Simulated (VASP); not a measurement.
A run of VASP 6.6.1 is set up as follows.

The input INCAR:

```
SYSTEM = Li
ALGO = Fast ; EDIFF = 1E-6
ENCUT = 520 ; GGA = PE
ISIF = 2 ; ISMEAR = 0
IVDW = 12 ; LASPH = .TRUE.
LCHARG = .FALSE. ; LREAL = .FALSE.
LWAVE = .FALSE. ; NBANDS = 8
NELM = 60 ; PREC = Accurate
SIGMA = 0.1
```

File KPOINTS:

```
k-points
0
G
  16 16 16
  0 0 0
```

POSCAR

```
Li
1.0
   -1.6610568182      1.6610568182      1.6610568182
    1.6610568182     -1.6610568182      1.6610568182
    1.6610568182      1.6610568182     -1.6610568182
Li
1
Direct
    0.0000000000      0.0000000000      0.0000000000
```

Potentials or basis: VASP PAW PBE potentials, release 64 (Li_sv).

Command:

```bash
$ cat potpaw_PBE.64/Li_sv/POTCAR > POTCAR
$ mpirun -np 1 vasp_std > vasp.out
```

(1) Predict the band gap on the k mesh.

(2) What does it give for the dispersion energy per atom?

Results:

(1) none (metal or under the smearing width).

(2) -0.187 eV.
